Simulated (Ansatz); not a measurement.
Sb under changes of volume

One of the cells (26.654 Å³/atom); the others are scaled copies at fixed shape and fractional positions:

```
Sb
1.0
     3.35453    0.00000    0.00000
    -1.67727    2.90511    0.00000
     0.00000    0.00000    5.47016
Sb
2
Direct
  0.66667 0.33333 0.75000
  0.33333 0.66667 0.25000
```

This isn't the form of Sb at room conditions, which is rhombohedral.

```yaml
Program: Ansatz 0.2.0
Functional: PBEsol
Potentials_or_basis: all-electron LAPW, scalar-relativistic
Cutoff: 156 eV (chosen from the basis error)
Basis_error_allowed: 0.001 eV/atom
k_mesh: 9 × 9 × 5
Occupations: fermi-dirac, width 0.05 eV
Spin: no spin polarisation
```

```tsv
volume (Å³/atom)	energy over the lowest point (meV/atom)	pressure (GPa)
25.055	6.69	2.7
25.588	0.88	1.1
26.121	0.00	-0.3
26.654	3.37	-1.6
27.187	10.51	-2.7
27.720	?	?
28.253	35.19	-4.7
```

Task: What does the run at 27.720 Å³/atom give?

Result: Energy over the lowest point 21.21 meV/atom; pressure -3.7 GPa.

Worked out: A Birch-Murnaghan fit of order 3 (a polynomial in V^(-2/3)) to the other rows has its minimum at 25.97 Å³/atom with B0 = V·E''(V) = 65 GPa and B' = 4.1 at fixed shape and positions, which overstates the stiffness. It gives 21.29 meV/atom at 27.720 Å³/atom, against the run's 21.21, and -dE/dV = -3.7 GPa, against -3.7.

Energies are extrapolated to zero smearing.
